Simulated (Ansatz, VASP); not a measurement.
## One calculation of AlCo, two programs

The input INCAR:

```
SYSTEM = AlCo
ALGO = Normal
EDIFF = 1E-6
EDIFFG = -0.005
ENCUT = 600
GGA = PE
IBRION = 2
ISIF = 3
ISMEAR = 1
LASPH = .TRUE.
LCHARG = .FALSE.
LREAL = .FALSE.
LWAVE = .FALSE.
NELM = 60
NSW = 80
PREC = Accurate
SIGMA = 0.1
```

The input KPOINTS:

```
k-points
0
G
  14 14 14
  0 0 0
```

File POSCAR:

```
AlCo
1.0
    2.8194032000      0.0000000000      0.0000000000
    0.0000000000      2.8194032000      0.0000000000
    0.0000000000      0.0000000000      2.8194032000
Al Co
1 1
Direct
    0.0000000000      0.0000000000      0.0000000000
    0.5000000000      0.5000000000      0.5000000000
```

Input for Ansatz:

```yaml
crystal:
  lattice:
    - [2.8194032, 0.0, 0.0]
    - [0.0, 2.8194032, 0.0]
    - [0.0, 0.0, 2.8194032]
  atoms:
    - { symbol: Al, position: [0.0, 0.0, 0.0] }
    - { symbol: Co, position: [0.5, 0.5, 0.5] }
basis:
  ecutwfc: 420
  xc_grid: 2
hamiltonian:
  xc: pbe
  pseudopotentials: { kind: paw, azcp: { folder: soft_1 } }
kpoints:
  mp_grid: { grid: [14, 14, 14] }
scf:
  occupations: { method: methfessel_paxton, width: 0.1 }
  max_iter: 120
relax:
  f_tol: 0.005
  max_steps: 60
  cell: {}
output:
  forces: true
  stress: true
checkpoint:
  write: "../cell.run"
  compress: false
  write_wavefunctions: false
  write_every: 100000
```

The cell is a database's computed one.

Alike in both runs: task relaxation of cell and atoms; functional PBE; k mesh 14 × 14 × 14; occupations methfessel-paxton of order 1, width 0.1 eV; no spin polarisation.

```csv
,VASP,Ansatz
version,VASP 6.6.1,Ansatz 0.2.0
potentials or method,"VASP PAW PBE potentials, release 64 (Al, Co)",plane-wave PAW DFT
plane-wave cutoff (eV),600,420
valence electrons in the cell,12,20
```

|  | VASP | Ansatz | Ansatz less VASP |
| --- | --- | --- | --- |
| relaxed volume (Å³/atom) | 11.59 | 11.59 | +0.006 |
| relaxed cell length with the largest relative difference (Å) | 2.851 | 2.852 | +0.0005 |
| energy change over the relaxation (meV/atom) | -7 | -8 | -0.2 |

The two sets of potentials don't hold the same shells in valence.

Spin polarisation is off, so any magnetic state and its effect on volume and gap are missing.
